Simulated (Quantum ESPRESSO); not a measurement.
# WS2 in Quantum ESPRESSO: the effect of Hubbard term

The system is WS2.

```
CELL_PARAMETERS angstrom
0.00000 3.00794 3.00794
3.00794 0.00000 3.00794
3.00794 3.00794 0.00000
ATOMIC_POSITIONS crystal
W 0.00000 0.00000 0.00000
S 0.25000 0.25000 0.25000
S 0.75000 0.75000 0.75000
```

Measurements of this composition are mostly on another form, of space group No. 194.

Alike in all runs:

```yaml
Program: Quantum ESPRESSO 7.5
Task: single point
Functional: LDA
Potentials_or_basis: GBRV 1.5 LDA
Cutoff: 762 eV
Density_cutoff: 6095 eV
k_mesh: 6 × 6 × 6
Occupations: gaussian, width 0.05 eV
Spin: collinear spin, ferromagnetic start
Starting_moments: "[2.0, 0.0, 0.0] μB"
Hubbard_projectors: ortho-atomic
Double: 4
Start_of_the_occupations: atomic
Moments_locked: none
Magnetic_state_asked_for: free
Form_of_the_LDA_correlation: PZ81
```

```csv
Hubbard term,pressure (GPa),moment (μB)
W d U = 1 eV,?,?
W d U = 2 eV,-10.7,1.91
W d U = 3 eV,-9.1,1.96
W d U = 4 eV,-7.9,1.98
W d U = 5 eV,-6.8,1.98
W d U = 6 eV,-5.5,2.00
W d U = 8 eV,-2.9,2.00
```

What does the run with Hubbard term W d U = 1 eV give?

Pressure -12.1 GPa; moment 1.86 μB.

Worked out: A parabola through the other rows of the pressure, of slope 1.33 GPa per eV there, extrapolates to -11.9 GPa, against the run's -12.1. A parabola through the other rows of the moment, of slope 0.043 μB per eV there, extrapolates to 1.88 μB, against the run's 1.86.
